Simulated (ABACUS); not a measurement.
# Zn (P6_3/mmc) in ABACUS: further runs, part 3 of 3

ABACUS 3.10.1. The steps go on from the part before.

## 4. Relaxation of cell and atoms, PBE

Input file INPUT:

```
INPUT_PARAMETERS
suffix              Zn
calculation         cell-relax
basis_type          lcao
pseudo_dir          ./
orbital_dir         ./
latname             hexagonal
symmetry            1
dft_functional      pbe
ecutwfc             100
pseudo_rcut         7
nspin               1
nbands              24
ks_solver           genelpa
smearing_method     fd
smearing_sigma      0.00367493
scf_thr             1e-07
scf_nmax            100
mixing_type         broyden
mixing_beta         0.7
cal_force           1
cal_stress          1
out_mul             1
relax_nmax          60
force_thr_ev        0.01
relax_method        cg
out_stru            1
stress_thr          0.2
```

Input file STRU:

```
ATOMIC_SPECIES
Zn 65.3800 Zn.upf

NUMERICAL_ORBITAL
Zn_confined-atom_7au_3s2p2d1f.orb

LATTICE_CONSTANT
5.0455687528

LATTICE_PARAMETERS
1.8599250936

ATOMIC_POSITIONS
Direct

Zn
0.0
2
0.6666666667 0.3333333333 0.7500000000 1 1 1
0.3333333333 0.6666666667 0.2500000000 1 1 1
```

Input file KPT:

```
K_POINTS
0
Gamma
8 8 4 0 0 0
```

Potentials or basis: PseudoDojo NC SR 0.4.1 PBE standard, DZP LCAO (the cutoffs set its grid).

On the command line:

```bash
$ OMP_NUM_THREADS=1 mpirun -np 4 abacus > log
```

running log:

```text
ABACUS v3.10.1

               Atomic-orbital Based Ab-initio Computation at UStc

 ------------------------------------------------------------------------------------

 READING GENERAL INFORMATION
                           global_out_dir = OUT.Zn/
                           global_in_card = INPUT
                               pseudo_dir = ./
                              orbital_dir = ./
                                    DSIZE = 4
                                    GSIZE = 1

 READING UNITCELL INFORMATION
                                    ntype = 1
                  lattice constant (Bohr) = 5.04557
              lattice constant (Angstrom) = 2.67

 READING ATOM TYPE 1
                               atom label = Zn
                      L=0, number of zeta = 3
                      L=1, number of zeta = 2
                      L=2, number of zeta = 2
                      L=3, number of zeta = 1
             number of atom for this type = 2

                        TOTAL ATOM NUMBER = 2
DIRECT COORDINATES
    atom                   x                   y                   z     mag                  vx                  vy                  vz
taud_Zn1            0.6666666667        0.3333333333        0.7500000000  0.0000        0.0000000000        0.0000000000        0.0000000000
taud_Zn2            0.3333333333        0.6666666667        0.2500000000  0.0000        0.0000000000        0.0000000000        0.0000000000

                          Volume (Bohr^3) = 206.898
                             Volume (A^3) = 30.6591

 Lattice vectors: (Cartesian coordinate: in unit of a_0)
                   +1                  +0                  +0
                 -0.5           +0.866025                  +0
                   +0                  +0            +1.85993
 Reciprocal vectors: (Cartesian coordinate: in unit of 2 pi/a_0)
                   +1            +0.57735                  -0
                   -0             +1.1547                  -0
                   +0                  -0           +0.537656
 The esolver type has been set to : ksdft_lcao

                PAO radial cut off (Bohr) = 7

 Read in pseudopotential file is Zn.upf
                     pseudopotential type = NC
          exchange-correlation functional = PBE
                 nonlocal core correction = 1
                        valence electrons = 20
                                     lmax = 2
                           number of zeta = 4
                     number of projectors = 6
                           L of projector = 0
                           L of projector = 0
                           L of projector = 1
                           L of projector = 1
                           L of projector = 2
                           L of projector = 2
     initial pseudo atomic orbital number = 20

 SETUP THE ELECTRONS NUMBER
            electron number of element Zn = 20
      total electron number of element Zn = 40
            AUTOSET number of electrons:  = 40
                           occupied bands = 20
                                   NLOCAL = 52
                                   NBANDS = 24
                                   NBANDS = 24
                                   NLOCAL = 52

%%%%%%%%%%%%%%%%%%%%%%%%%%%%%%%%%%%%%%%%%%%%%%%%%%%%%%%%%%%%%%%%%%%%%%%%%%%%%%%%%%%%%%%%%%%%%%%%%%%%%%%%%%
 Warning: the number of valence electrons in pseudopotential > 12 for Zn: [Ar] 3d10 4s2
 Pseudopotentials with additional electrons can yield (more) accurate outcomes, but may be less efficient.
 If you're confident that your chosen pseudopotential is appropriate, you can safely ignore this warning.
%%%%%%%%%%%%%%%%%%%%%%%%%%%%%%%%%%%%%%%%%%%%%%%%%%%%%%%%%%%%%%%%%%%%%%%%%%%%%%%%%%%%%%%%%%%%%%%%%%%%%%%%%%

 SETUP THE PLANE WAVE BASIS
 energy cutoff for charge/potential (unit:Ry) = 400
            fft grid for charge/potential = [ 36, 36, 60 ]
                        fft grid division = [ 4, 4, 3 ]
        big fft grid for charge/potential = [ 9, 9, 20 ]
                                     nbxx = 405
                                     nrxx = 19440

[... 37 lines left out ...]

(for optimal symmetric configuration:)
                             BRAVAIS TYPE = 4
                     BRAVAIS LATTICE NAME = 04. Hexagonal cell
                                    ibrav = 4
                                    IBRAV = 4
                                  BRAVAIS = HEXAGONAL CELL
                       LATTICE CONSTANT A = 1
                                C/A RATIO = 1.85993
Original cell was already a primitive cell.
                        ROTATION MATRICES = 24
              PURE POINT GROUP OPERATIONS = 12
                   SPACE GROUP OPERATIONS = 24
                                       C2 = 3
                                       C3 = 2
                                       C4 = 0
                                       C6 = 0
                                       S1 = 3
                                       S3 = 0
                                       S4 = 0
                                       S6 = 2
                              POINT GROUP = D_3d
                                       C2 = 7
                                       C3 = 2
                                       C4 = 0
                                       C6 = 2
                                       S1 = 7
                                       S3 = 2
                                       S4 = 0
                                       S6 = 2
               POINT GROUP IN SPACE GROUP = D_6h

 SETUP K-POINTS
                                    nspin = 1
                   Input type of k points = Monkhorst-Pack(Gamma)
                                   nkstot = 256
                       right hand lattice = 1
(for reciprocal lattice: )
                             BRAVAIS TYPE = 4
                     BRAVAIS LATTICE NAME = 04. Hexagonal cell
                                    ibrav = 4
                       right hand lattice = 1
(for k-lattice: )
                             BRAVAIS TYPE = 4
                     BRAVAIS LATTICE NAME = 04. Hexagonal cell
                                    ibrav = 4
                       right hand lattice = 1
                        ROTATION MATRICES = 24
                               nkstot_ibz = 30
K-POINTS REDUCTION ACCORDING TO SYMMETRY
     IBZ    DIRECT_X    DIRECT_Y    DIRECT_Z  WEIGHT  ibz2bz
       1  0.00000000  0.00000000  0.00000000  0.0039       0
       2 -0.12500000  0.12500000  0.00000000  0.0234       1
       3 -0.25000000  0.25000000  0.00000000  0.0234       2
       4 -0.37500000  0.37500000  0.00000000  0.0234       3
       5  0.50000000  0.50000000  0.00000000  0.0117       4
       6 -0.12500000  0.25000000  0.00000000  0.0234       9
[... 22 lines left out ...]
      29  0.50000000  0.25000000  0.50000000  0.0234     146
      30  0.37500000  0.37500000  0.50000000  0.0234     147

                               nkstot now = 30
[... K-POINTS DIRECT COORDINATES: 30 rows ...]

           k-point number in this process = 30
       minimum distributed K point number = 30
[... stars of the k points ...]

[... K-POINTS CARTESIAN COORDINATES: 30 rows ...]

[... K-POINTS DIRECT COORDINATES: 30 rows ...]

 SETUP PLANE WAVES FOR WAVE FUNCTIONS
     energy cutoff for wavefunc (unit:Ry) = 100
              fft grid for wave functions = [ 36, 36, 60 ]
                    number of plane waves = 4971
                         number of sticks = 223

 PARALLEL PW FOR WAVE FUNCTIONS
     PROC   COLUMNS(POT)             PW
        1             56           1244
        2             55           1243
        3             55           1241
        4             57           1243
 --------------- sum -------------------
        4            223           4971

 SET NONLOCAL PSEUDOPOTENTIAL PROJECTORS
 max number of nonlocal projetors among all species is 6

 -------------------------------------------
 STEP OF RELAXATION : 1
 -------------------------------------------

 SETUP SEARCHING RADIUS FOR PROGRAM TO SEARCH ADJACENT ATOMS
                  longest orb rcut (Bohr) = 7
   longest nonlocal projector rcut (Bohr) = 1.9
                     search radius (Bohr) = 17.8
              searching radius is (Bohr)) = 17.8
         searching radius unit is (Bohr)) = 5.05
                         PeriodicBoundary = 1
                        Radius(unit:lat0) = 3.53
                                   glayer = [ 6, 6, 3 ]
                             glayer_minus = [ 5, 5, 2 ]

Find the coordinate range of the input atom(unit:lat0).
                                  min_tau = [ -7.5, -4.04, -3.25 ]
                                  max_tau = [ 8, 4.91, 5.11 ]
                                BoxNumber = [ 11, 11, 5 ]

 SETUP EXTENDED REAL SPACE GRID FOR GRID INTEGRATION
                          real space grid = [ 36, 36, 60 ]
                 big cell numbers in grid = [ 9, 9, 20 ]
             meshcell numbers in big cell = [ 4, 4, 3 ]
                        extended fft grid = [ 15, 15, 15 ]
                dimension of extened grid = [ 40, 40, 51 ]
                            UnitCellTotal = 75
              Atom number in sub-FFT-grid = 2
    Local orbitals number in sub-FFT-grid = 52
                                ParaV.nnr = 47658
                                 init_chg = atomic

 LCAO ALGORITHM --------------- ION=   1  ELEC=   1--------------------------------

 Density error is 0.024829801345
----------------------------------------------------------
     Energy           Rydberg                 eV
----------------------------------------------------------
 E_KohnSham     -836.1428625021      -11376.3072720597
 E_Harris       -842.8450875225      -11467.4957216147
 E_Fermi        1.0999837294         14.9660464274
----------------------------------------------------------
[... 1405 lines left out ...]
 Largest gradient in stress is 0.060439 kbar.
 Threshold is 0.200000 kbar.

 Relaxation is converged!

 --------------------------------------------
 !FINAL_ETOT_IS -11376.6082680799263471 eV
 --------------------------------------------
```

Wall time 35 s (4 MPI ranks of AMD EPYC 9R45 (Zen 5), shared host); peak memory 0.4 GiB.

What came out:

| Item | Value |
| --- | --- |
| Free energy | -11376.6083 eV |
| Relaxed volume | 15.06 Å³/atom |
| Relaxed cell | a = 2.756 Å, b = 2.756 Å, c = 4.579 Å, α = 90.00°, β = 90.00°, γ = 120.00° |
| Space group after relaxing (to 0.05 Å) | P6_3/mmc (No. 194) |
| Energy gained by relaxing | 21.7 meV/atom |
| Ionic steps | 14 |
| Pressure after relaxing | 0.0 GPa |

The path:
```csv
step,energy change (eV),largest force (eV/Å),pressure (GPa),volume (Å³)
1,0.0000,0.0000,0.30,30.66
2,-0.0088,0.0000,-0.44,30.79
3,-0.0209,0.0000,-2.22,31.14
4,0.0115,0.0000,-2.74,31.65
5,-0.0323,0.0000,-2.77,31.34
6,-0.0350,0.0000,-2.27,31.11
7,-0.0352,0.0000,-2.11,31.05
8,-0.0387,0.0000,-1.63,30.82
9,-0.0416,0.0000,-1.01,30.53
10,-0.0421,0.0000,-0.84,30.46
11,-0.0430,0.0000,-0.34,30.25
12,-0.0432,0.0000,-0.22,30.20
13,-0.0433,0.0000,0.01,30.11
14,-0.0433,0.0000,0.01,30.11
```

Final structure:
```
CELL_PARAMETERS angstrom
2.75561 0.00000 0.00000
-1.37780 2.38643 0.00000
0.00000 0.00000 4.57897
ATOMIC_POSITIONS crystal
Zn 0.66667 0.33333 0.75000
Zn 0.33333 0.66667 0.25000
```

Caveat: the atomic orbitals were generated for these runs and aren't a published set; the basis of atomic orbitals isn't converged, which shifts pressures, moduli and gaps.

## 5. Relaxation of cell and atoms, PBE, target pressure 5 GPa, at which the enthalpy is minimised

INPUT: that of step 4 with these lines changed.

```diff
@@ -28 +28,4 @@
 stress_thr          0.2
+press1              50
+press2              50
+press3              50
```

STRU is that of step 4.

KPT is that of step 4.

Potentials or basis: PseudoDojo NC SR 0.4.1 PBE standard, DZP LCAO (the cutoffs set its grid).

On the command line:

```bash
$ OMP_NUM_THREADS=1 mpirun -np 4 abacus > log
```

running log:

```text
ABACUS v3.10.1

               Atomic-orbital Based Ab-initio Computation at UStc

 ------------------------------------------------------------------------------------

 READING GENERAL INFORMATION
                           global_out_dir = OUT.Zn/
                           global_in_card = INPUT
                               pseudo_dir = ./
                              orbital_dir = ./
                                    DSIZE = 4
                                    GSIZE = 1

 READING UNITCELL INFORMATION
                                    ntype = 1
                  lattice constant (Bohr) = 5.04557
              lattice constant (Angstrom) = 2.67

 READING ATOM TYPE 1
                               atom label = Zn
                      L=0, number of zeta = 3
                      L=1, number of zeta = 2
                      L=2, number of zeta = 2
                      L=3, number of zeta = 1
             number of atom for this type = 2

                        TOTAL ATOM NUMBER = 2
DIRECT COORDINATES
    atom                   x                   y                   z     mag                  vx                  vy                  vz
taud_Zn1            0.6666666667        0.3333333333        0.7500000000  0.0000        0.0000000000        0.0000000000        0.0000000000
taud_Zn2            0.3333333333        0.6666666667        0.2500000000  0.0000        0.0000000000        0.0000000000        0.0000000000

                          Volume (Bohr^3) = 206.898
                             Volume (A^3) = 30.6591

[... 194 lines left out ...]
 --------------- sum -------------------
        4            223           4971

 SET NONLOCAL PSEUDOPOTENTIAL PROJECTORS
 max number of nonlocal projetors among all species is 6

 -------------------------------------------
 STEP OF RELAXATION : 1
 -------------------------------------------

 SETUP SEARCHING RADIUS FOR PROGRAM TO SEARCH ADJACENT ATOMS
                  longest orb rcut (Bohr) = 7
   longest nonlocal projector rcut (Bohr) = 1.9
                     search radius (Bohr) = 17.8
              searching radius is (Bohr)) = 17.8
         searching radius unit is (Bohr)) = 5.05
                         PeriodicBoundary = 1
                        Radius(unit:lat0) = 3.53
                                   glayer = [ 6, 6, 3 ]
                             glayer_minus = [ 5, 5, 2 ]

Find the coordinate range of the input atom(unit:lat0).
                                  min_tau = [ -7.5, -4.04, -3.25 ]
                                  max_tau = [ 8, 4.91, 5.11 ]
                                BoxNumber = [ 11, 11, 5 ]

 SETUP EXTENDED REAL SPACE GRID FOR GRID INTEGRATION
                          real space grid = [ 36, 36, 60 ]
                 big cell numbers in grid = [ 9, 9, 20 ]
             meshcell numbers in big cell = [ 4, 4, 3 ]
                        extended fft grid = [ 15, 15, 15 ]
                dimension of extened grid = [ 40, 40, 51 ]
                            UnitCellTotal = 75
              Atom number in sub-FFT-grid = 2
    Local orbitals number in sub-FFT-grid = 52
                                ParaV.nnr = 47658
                                 init_chg = atomic

 LCAO ALGORITHM --------------- ION=   1  ELEC=   1--------------------------------

 Density error is 0.024829801345
----------------------------------------------------------
     Energy           Rydberg                 eV
----------------------------------------------------------
 E_KohnSham     -836.1428625021      -11376.3072720597
 E_Harris       -842.8450875225      -11467.4957216147
 E_Fermi        1.0999837294         14.9660464274
----------------------------------------------------------
[... 1493 lines left out ...]
 Largest gradient in stress is 0.036619 kbar.
 Threshold is 0.200000 kbar.

 Relaxation is converged!

 --------------------------------------------
 !FINAL_ETOT_IS -11376.5842535698593565 eV
 --------------------------------------------
```

Run time: 45 s. Hardware: 4 MPI ranks of AMD EPYC 9R45 (Zen 5), shared host; peak memory 0.44 GiB.

Results:

| Item | Value |
| --- | --- |
| Free energy | -11376.5843 eV |
| Relaxed volume | 14.23 Å³/atom |
| Relaxed cell | a = 2.704 Å, b = 2.704 Å, c = 4.496 Å, α = 90.00°, β = 90.00°, γ = 120.00° |
| Space group after relaxing (to 0.05 Å) | P6_3/mmc (No. 194) |
| Energy change on relaxing (the enthalpy is what falls) | -9.6 meV/atom |
| Ionic steps | 15 |
| Pressure after relaxing | 5.0 GPa |

The path:
```
step  energy change (eV)  largest force (eV/Å)  pressure (GPa)  volume (Å³)
   1              0.0000                0.0000            0.30        30.66
   2              0.0233                0.0000            5.79        28.63
   3              0.0274                0.0000            6.25        28.50
   4              0.0159                0.0000            6.01        28.23
   5              0.0699                0.0000            9.97        27.29
   6              0.0044                0.0000            7.03        27.93
   7              0.0204                0.0000            8.31        27.62
   8             -0.0381                0.0000            2.15        29.33
   9             -0.0355                0.0000            2.66        29.17
  10              0.0030                0.0000            7.17        27.88
  11             -0.0199                0.0000            4.93        28.48
  12             -0.0200                0.0000            4.93        28.48
  13             -0.0200                0.0000            4.93        28.48
  14             -0.0188                0.0000            5.05        28.45
  15             -0.0193                0.0000            5.00        28.46
```

Final structure:
```
Zn
1.0
     2.70356    0.00000    0.00000
    -1.35178    2.34135    0.00000
     0.00000    0.00000    4.49606
Zn
2
Direct
  0.66667 0.33333 0.75000
  0.33333 0.66667 0.25000
```

Caveat: the atomic orbitals were generated for these runs and aren't a published set; the basis of atomic orbitals isn't converged, which shifts pressures, moduli and gaps.

## 6. The runs side by side

| task | level | potentials or basis | cell | k mesh | cutoff (eV) | radial cutoff of the potentials (pseudo_rcut) | SCF threshold on the density | eigensolver | max steps of the relaxation | force threshold | gap on the mesh (eV) | pressure (GPa) | relaxed volume (Å³/atom) |
| --- | --- | --- | --- | --- | --- | --- | --- | --- | --- | --- | --- | --- | --- |
| single point | HLE16 | Ansatz NC PBE, plane waves | as given | 9 × 9 × 5 | 1143 | 10 bohr | 1e-08 | dav | - | - | none | -8.5 | - |
| relaxation of cell and atoms | HLE16 | Ansatz NC PBE, plane waves | relaxed | 9 × 9 × 5 | 1143 | 10 bohr | 1e-08 | dav | 60 | 0.02 eV/Å | none | 0.0 | 13.18 |
| relaxation of cell and atoms | PBE | PseudoDojo NC SR 0.4.1 PBE standard, DZP LCAO (the cutoffs set its grid) | relaxed | 8 × 8 × 4 | 1361 | 7 bohr | 1e-07 | genelpa | 60 | 0.01 eV/Å | - | 0.0 | 15.06 |
| relaxation of cell and atoms | PBE | PseudoDojo NC SR 0.4.1 PBE standard, DZP LCAO (the cutoffs set its grid) | relaxed to 5 GPa | 8 × 8 × 4 | 1361 | 7 bohr | 1e-07 | genelpa | 60 | 0.01 eV/Å | - | 5.0 | - |

Alike in all rows: no spin polarisation; smearing fermi-dirac 0.05 eV.

Caveats: the potentials were made for a functional far from this one (some runs); the potentials were made for another functional, which shifts forces and pressure (some runs); the atomic orbitals were generated for these runs and aren't a published set (some runs); the basis of atomic orbitals isn't converged, which shifts pressures, moduli and gaps (some runs); the volume moved by -14 % from the deposited cell, more than functionals usually miss (some runs).

Absolute energies hang on the potentials; compare differences alone.
